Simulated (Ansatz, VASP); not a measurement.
## SrO: VASP beside Ansatz

Contents of INCAR:

```
  PREC = Accurate
  ENCUT = 520
  EDIFF = 1E-8
  ISMEAR = -1
  SIGMA = 0.02
  LREAL = False
  LASPH = True
  NELM = 60
  ALGO = Normal
  ISIF = 2
  LWAVE = False
  LCHARG = False
  LEFG = True
  NBANDS = 15
```

The input KPOINTS:

```
Automatic mesh
0
Gamma
  8 8 8
```

Contents of POSCAR:

```
SrO
1.0
    0.0000000000      2.5783376042      2.5783376042
    2.5783376042      0.0000000000      2.5783376042
    2.5783376042      2.5783376042      0.0000000000
Sr O
1 1
Direct
    0.0000000000      0.0000000000      0.0000000000
    0.5000000000      0.5000000000      0.5000000000
```

Input for Ansatz:

```yaml
crystal:
  lattice:
    - [0.0, 2.5783376042, 2.5783376042]
    - [2.5783376042, 0.0, 2.5783376042]
    - [2.5783376042, 2.5783376042, 0.0]
  atoms:
    - { symbol: Sr, position: [0.0, 0.0, 0.0] }
    - { symbol: O, position: [0.5, 0.5, 0.5] }
kpoints:
  mp_grid: { grid: [8, 8, 8] }
scf:
  occupations: { method: fermi_dirac, width: 0.02 }
hamiltonian:
  xc: lda
  pseudopotentials: { kind: all_electron, datasets: crystal }
output:
  forces: true
  stress: true
  eigenvalues: true
  efg: { contact_densities: true }
```

Change from the starting cell: volume scaled by 1.01, crystal datasets.

Alike in both runs: task electric field gradients; functional LDA; k mesh 8 × 8 × 8; occupations fermi-dirac, width 0.02 eV; no spin polarisation.

|  | VASP | Ansatz |
| --- | --- | --- |
| version | VASP 6.6.1 | Ansatz 0.2.0 |
| potentials or method | VASP PAW LDA potentials, release 64 (Sr_sv, O) | all-electron PAW with datasets made for the crystal, scalar-relativistic |
| plane-wave cutoff (eV) | 520 | see its input |

Ansatz gave:

* gap on the k mesh at the Fermi level (eV): 3.16
* pressure (GPa): -5.0
* Vzz of the field gradient on the site that differs most (V/Å²): 0.0

Question: Estimate VASP's values.

Answer: gap on the k mesh at the Fermi level (eV): 3.11; pressure (GPa): -4.3; Vzz of the field gradient on the site that differs most (V/Å²): 0.0.

Ansatz ran all-electron here, so the differences hold the error of VASP's frozen core and of both bases. Ansatz warned: «gradients_without_spin_orbit».

A k mesh can miss the band edges.
